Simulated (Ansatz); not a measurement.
# Rh: strain energy, fitted

Rh, Fm-3m, a = 3.800 Å. Ansatz: r2SCAN, PAW, 500 eV, Γ-centred 20×20×14 mesh on 2 atoms, Gaussian smearing 0.10 eV; no spin polarisation. Series: biaxial strain in the a-b plane, c and atoms relaxed; x is the strain in per cent. The axes a, b, c are those of the computed cell (2.687, 2.687, 3.800 Å), along [1 1 0], [-1 1 0], [0 0 1] of the cell named above. y is the free energy over the unstrained cell, V0 = 13.717 Å³/atom.

| x (%) | y (meV/atom) |
| --- | --- |
| -3.0 | ? |
| -2.0 | 16.67 |
| -1.0 | 3.88 |
| 0.0 | 0.00 |
| 1.0 | 4.14 |
| 2.0 | 15.41 |
| 3.0 | 32.99 |

Problem. Fit y = c2 x² + c3 x³ to the other rows, turn c2 into a modulus, and predict the missing energy.

Solution. Least squares on the rows shown. y = 3.9788 x² − 0.10004 x³. In eV per unit strain² c2 is 39.79; M is the biaxial modulus (E = M V0 ε²): 39.79 × 160.2 / (13.717) = 465 GPa. At x = -3.0 the fit asked for gives 38.51 meV/atom. The run gave 39.25 meV/atom, so the fit is 0.74 meV/atom too low, 1.9 % of the span of the series, against an rms of 0.21 meV/atom on the fitted rows. The row lies outside the fitted range. With a term in x⁴ added, a fit to the same known rows predicts 37.16 meV/atom, further off still.